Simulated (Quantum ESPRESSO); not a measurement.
Crystal: Gd.

```
Gd
1.0
    -2.02500    2.02500    2.02500
     2.02500   -2.02500    2.02500
     2.02500    2.02500   -2.02500
Gd
1
Cartesian
  0.0000 0.0000 0.0000
```

This isn't the form of Gd at room conditions, which is hcp.

Base run:

* Program: Quantum ESPRESSO 7.5
* Functional: LDA
* Potentials or basis: SSSP 1.3 efficiency PBE
* Cutoff: 748 eV
* Density cutoff: 5987 eV
* k mesh: 9 × 9 × 9
* Occupations: fermi-dirac, width 0.05 eV
* Spin: collinear spin, ferromagnetic start
* Starting moments: [7.0] μB

Its results: band gap on the k mesh none (metal or under the smearing width); pressure -4.3 GPa; net moment 7.51 μB per cell; site moments Gd +7.27 μB.

Q: The run is repeated on the same cell with these changes: functional from LDA to PBEsol. What comes out?

A: Band gap on the k mesh none (metal or under the smearing width); pressure -2.4 GPa; net moment 7.64 μB per cell; site moments Gd +7.35 μB.

PBEsol binds less tightly than LDA, so the same cell stands under more pressure.

Caveats: the potentials were made for another functional, which shifts forces and pressure; spin-orbit coupling is left out, which moves the levels of the heavy elements.
